The band gap is the energy between the highest filled and the lowest empty electron level. The band gap change is its value in a strained cell less its value in the unstrained one, here from a PBE calculation for zincblende boron nitride. Three sizes are worth remembering. A change of volume by 1 % moves the gap by about 0.01 eV, while stretching the cell by 1 % along a cube axis relative to the plane across it lowers the gap by about 0.1 eV. Flattening it by the same amount costs about 0.2 eV.

Band gap of zincblende boron nitride under strain, computed with Ansatz 0.2.0 (PBE, plane-wave PAW, 420 eV cutoff, 12×12×12 k mesh, no spin polarisation). The unstrained cell and the atomic positions in the strained cells were relaxed with r2SCAN. Strain is per length, or the engineering angle for shear xy, and gap changes are relative to the unstrained cell.

| strain kind | strain (%) | band gap (eV) | band gap change (eV) |
| --- | --- | --- | --- |
| epitaxial 111 | -2.5 | 4.435 | -0.041 |
| epitaxial 111 | -2 | 4.451 | -0.026 |
| epitaxial 111 | -1 | 4.470 | -0.007 |
| epitaxial 111 | 1 | 4.427 | -0.049 |
| epitaxial 111 | 2 | 4.379 | -0.098 |
| epitaxial xy | -2 | 4.239 | -0.238 |
| epitaxial xy | -1 | 4.360 | -0.116 |
| epitaxial xy | 1 | 4.209 | -0.268 |
| hydrostatic | -4 | 4.599 | 0.122 |
| hydrostatic | -3 | 4.568 | 0.091 |
| hydrostatic | -2 | 4.535 | 0.059 |
| hydrostatic | -1 | 4.506 | 0.030 |
| hydrostatic | 1 | 4.443 | -0.033 |
| hydrostatic | 2 | 4.409 | -0.067 |
| hydrostatic | 3 | 4.374 | -0.103 |
| hydrostatic | 4 | 4.338 | -0.139 |
| hydrostatic | 5.19 | 4.295 | -0.182 |
| shear xy | -2 | 4.405 | -0.072 |
| uniaxial 111 | -0.5 | 4.469 | -0.008 |
| uniaxial z | 0.5 | 4.426 | -0.051 |
| uniaxial z | 2.5 | 4.230 | -0.246 |

**Why shape matters more than volume**

Uniform compression or expansion keeps the cubic symmetry. Levels that are equal by symmetry stay equal and move together, so the gap changes smoothly, and its change reverses sign with the strain. The gap widens on compression and narrows on expansion, by about 0.03 eV for each per cent of length.

A change of shape works differently, because it separates levels that were equal. The lowest empty states of this crystal lie in three equivalent valleys, called X, one for each cube axis. If the cell is stretched along z, the valleys of the x and y axes fall and the z valley rises; if it is flattened, the z valley falls. The gap is always measured to the lowest valley, so it shrinks in both cases. The calculation confirms the switch: the lowest empty state belongs to an in-plane valley in the four rows stretched along z, and to the z valley in the flattened one, epitaxial xy at +1 %.

The size of the drop follows from a simple balance. The average shift of the three valleys is already counted in the volume effect, so the shifts due to shape alone must add up to zero. One valley therefore moves twice as far as the other two, and in the opposite direction. Stretching lowers the pair by one share each, whereas flattening lowers the single valley by two shares.

The highest filled level, at the centre of the Brillouin zone (Γ), is also threefold, and theory gives it the same kind of splitting. Its pair of levels should rise on stretching and its single level on flattening, so that the ratio of one share to two carries over to the gap. The band edges of the same runs bear this out, closely for the empty level and roughly for the filled one. With the hydrostatic shift taken off at the constant slope of the rows at ±1 %, the highest filled level rises by 54 meV in the xy film compressed by 1 %, which is stretched along z, and by 95 meV in the film stretched by 1 %, which is flattened. The lowest empty level falls by 79 and 156 meV. The gap change follows the expected pattern: with the volume part removed, each per cent of distortion lowers the gap by 88 to 94 meV when the cell is stretched and by 176 meV when it is flattened.

**The rule**

Three strain measures, all in per cent, are enough for an estimate:

- $V$ is the sum of the strains along three perpendicular axes, which for small strains is the change of volume.
- $t$ is the strain along z less the strain in the plane across it.
- $s$ is the size of the shear. It is half the engineering angle for shear xy, and one third of the difference between the strains along and across the axis for strain along 111.

The gap change in meV is then

$$\Delta E \approx -10\,V - 70\,s - \begin{cases} 90\,t & t>0 \\ 180\,|t| & t<0 \end{cases}$$

The coefficients were read from four rows, hydrostatic at ±1 %, uniaxial z at +0.5 % and shear xy, and then rounded. The value of 180 is twice 90, as the balance of shares demands; it was not adjusted to the flattened row.

An epitaxial film needs one more piece of information, since it is free to relax along its normal. In the relaxed cells the normal strain is about −0.43 times the in-plane strain for a film in the xy plane, and −0.16 times for a 111 film. Uniaxial strain is simpler, because the sides are held and only one axis changes.

**Two estimates**

Take first the film stretched by 1 % in the xy plane, a row that was not used to set the coefficients. Its normal shrinks by 0.43 %, so $V = 1 + 1 - 0.43 = 1.57$ and $t = -0.43 - 1 = -1.43$. The volume part is −16 meV and the shape part is $-180 \times 1.43 = -257$ meV. The estimate is −273 meV, against a computed change of −268 meV.

The second case, also not used for the coefficients, is the 111 film compressed by 2.5 %. Its normal grows by 0.40 %, which gives $V = -5 + 0.40 = -4.60$ and $s = (0.40 + 2.5)/3 = 0.97$. Compression widens the gap by 46 meV and shear narrows it by 68 meV, so the estimate is −22 meV. The computed change is −41 meV. The error of 19 meV is smaller than either part, but it is nearly half of the computed change, because the two parts largely cancel.

**How far the rule can be trusted**

On the 17 rows that did not set the coefficients, the typical (rms) error is 11 meV. An estimate from volume alone would be wrong by 114 meV on the same rows, which shows how much of the answer lies in the shape. The output after this text lists the three parts of the estimate for every row.

The largest error, 26 meV, occurs at the greatest hydrostatic expansion, where the computed change is −182 meV. About 8 meV of it comes from rounding the volume coefficient from 10.5 to 10. The rest arises because the gap falls somewhat faster as the crystal expands, while the rule keeps a constant slope. Beyond about 3 % of uniform expansion, the estimate is therefore noticeably too small in size.

The shear term has a weaker basis than the other two. Strain along 111 treats the three cube axes alike, so the X valleys stay equal to one another and only the valence top splits. Its splitting alone would again give a factor of two between stretching and flattening, but at the strains computed here the table shows no such factor. Flattening costs about 79 meV for each per cent of $s$, while stretching costs 66 meV in the film compressed by 1 % and 90 meV in the one compressed by 2.5 %. The band edges show two things at work once the hydrostatic shift at the same $V$ is taken off, interpolated between neighbouring hydrostatic rows. The three X valleys fall together, by about 5 meV in the films at ±1 % and 21 meV at −2.5 %. This is faster than the strain and happens on both sides, as mixing between levels is expected to give. The valence top rises by 52 and 68 meV for each per cent of $s$ in the films at −1 and −2.5 %, and by 64 and 58 meV in those at +1 and +2 %, so flattening costs more than stretching only at small strain. The stretched films are also the compressed ones, so these rows can't tell a term of higher order in $s$ from a splitting that grows under compression. The coefficient of 70 also combines the shifts of two levels: in the shear xy row, from which it was read, the highest filled level rises by 49 meV and the lowest empty one falls by 23 meV. It is a working value for strains of this size.

The factor of two for flattening along z rests on one row, at $t = -1.43$. Within that range, the rule can still answer a question that the table leaves open: compressing the crystal by 1 % along z with the sides held gives $V = t = -1$, hence $10 - 180 = -170$ meV. The gap should narrow although the volume falls. No row combines $t$ with $s$, so adding those two terms for a more general strain is an assumption.

The rule gives shifts and not the gap itself. PBE places the unstrained gap at 4.48 eV, and this functional is expected to underestimate the gap of such an insulator considerably. Whether the shifts are more accurate than the gap can't be judged from a single functional.

Printed output of the fit:

```
Unstrained gap, eV: 4.477
Fall of gap per % sum of strains, from hydrostatic -1 and +1, meV: 10.5
Fall per % axial distortion, from uniaxial z +0.5, meV: 91.5
Fall per % off-diagonal strain, from shear xy, meV: 72
Normal strain over in-plane strain, epitaxial xy, mean: -0.4263
Normal strain over in-plane strain, epitaxial 111, mean: -0.1585
Rule of thumb, strains in %, energies in meV:
            row  sum of strains  axial distortion  off-diagonal strain  volume part  axial part  shear part    rule  rule less computed
  epitaxial 111            -4.6                 0               0.9667           46           0      -67.67  -21.67               19.33
  epitaxial 111           -3.68                 0               0.7733         36.8           0      -54.13  -17.33               8.667
  epitaxial 111           -1.84                 0               0.3867         18.4           0      -27.07  -8.667              -1.667
  epitaxial 111            1.84                 0               0.3867        -18.4           0      -27.07  -45.47               3.533
  epitaxial 111            3.68                 0               0.7733        -36.8           0      -54.13  -90.93               7.067
   epitaxial xy           -3.14              2.86                    0         31.4      -257.4           0    -226                  12
   epitaxial xy           -1.57              1.43                    0         15.7      -128.7           0    -113                   3
   epitaxial xy            1.57             -1.43                    0        -15.7      -257.4           0  -273.1                -5.1
    hydrostatic             -12                 0                    0          120           0           0     120                  -2
    hydrostatic              -9                 0                    0           90           0           0      90                  -1
    hydrostatic              -6                 0                    0           60           0           0      60                   1
    hydrostatic              -3                 0                    0           30           0           0      30                   0
    hydrostatic               3                 0                    0          -30           0           0     -30                   3
    hydrostatic               6                 0                    0          -60           0           0     -60                   7
    hydrostatic               9                 0                    0          -90           0           0     -90                  13
    hydrostatic              12                 0                    0         -120           0           0    -120                  19
    hydrostatic           15.57                 0                    0       -155.7           0           0  -155.7                26.3
       shear xy               0                 0                    1            0           0         -70     -70                   2
   uniaxial 111            -0.5                 0               0.1667            5           0      -11.67  -6.667               1.333
     uniaxial z             0.5               0.5                    0           -5         -45           0     -50                   1
     uniaxial z             2.5               2.5                    0          -25        -225           0    -250                  -4
Shape lowering per % axial distortion, stretched along z, least, meV: 88.4
Shape lowering per % axial distortion, stretched along z, most, meV: 94.2
Shape lowering per % axial distortion, flattened along z (one row), meV: 176.4
Shape lowering per % off-diagonal strain, stretched along 111, least, meV: 65.69
Shape lowering per % off-diagonal strain, stretched along 111, most, meV: 90
Shape lowering per % off-diagonal strain, flattened along 111, mean, meV: 78.76
Rms miss of rule on the 17 rows not used for its numbers, meV: 10.81
Largest miss of rule over the table, meV: 26.3
Rms miss on the same 17 rows if only volume counts, meV: 113.9
```
